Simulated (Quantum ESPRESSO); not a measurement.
Crystal: NiO2.

```
Ni O
1.0
     1.40213    0.80952    6.97429
    -1.40213    0.80952    6.97429
     0.00000   -1.61904    6.97429
Ni O
1 2
Direct
  0.00000 0.00000 0.00000
  0.37879 0.37879 0.37879
  0.62121 0.62121 0.62121
```

The cell comes from a database or a generator and needn't be the stable form of this composition.

| Quantity | Value |
| --- | --- |
| Program | Quantum ESPRESSO 7.5 |
| Task | phonons |
| Functional | LDA |
| Potentials or basis | GBRV 1.5 LDA |
| Cutoff | 612 eV |
| Density cutoff | 4898 eV |
| k mesh | 4 × 4 × 4, shifted |
| Occupations | fermi-dirac, width 0.05 eV |
| Spin | collinear spin, ferromagnetic start |
| Starting moments | [1.0, 0.0, 0.0] μB |
| Form of the LDA correlation | PZ81 |
| Mixing beta | 0.3 |
| Most SCF iterations | 120 |
| SCF threshold | 6e-10 Ry |

The cell and the atoms were relaxed first, to 10.27 Å³/atom (a = 4.922 Å, b = 4.922 Å, c = 4.922 Å, α = 32.61°, β = 32.61°, γ = 32.61°), and the response was taken there.

```xyz
3
Lattice="1.3819 0.7978 4.6565 -1.3819 0.7978 4.6565 0.0000 -1.5957 4.6565" Properties=species:S:1:pos:R:3 pbc="T T T"
Ni    0.0000    0.0000    0.0000
O     0.0000    0.0000    5.5819
O     0.0000    0.0000    8.3877
```

The first run showed a gap, so the response started from a second, tighter run with fixed occupations.

Question: Which optical modes does the crystal have at the zone centre, and which show in infrared and Raman spectra?

Answer: The optical modes are Eg + A1g + Eu + A2u. Infrared active: Eu + A2u. Raman active: Eg + A1g.

Optical modes at Γ, degenerate ones joined, polar ones without the macroscopic field:
| cm⁻¹ | components | symmetry | active in | IR intensity, summed ((D/Å)²/amu) |
| --- | --- | --- | --- | --- |
| 520 | 2 | Eg | Raman | 0.00 |
| 583 | 1 | A1g | Raman | 0.00 |
| 592 | 2 | Eu | IR | 46.31 |
| 660 | 1 | A2u | IR | 0.21 |

Caveat: the k mesh is coarse (spacing up to 0.65 Å⁻¹), so the values aren't converged; the volume moved by over 15 % at a fixed basis, so the end points are rough; the layers were relaxed without a dispersion term, so their spacing and the soft interlayer modes are unreliable.
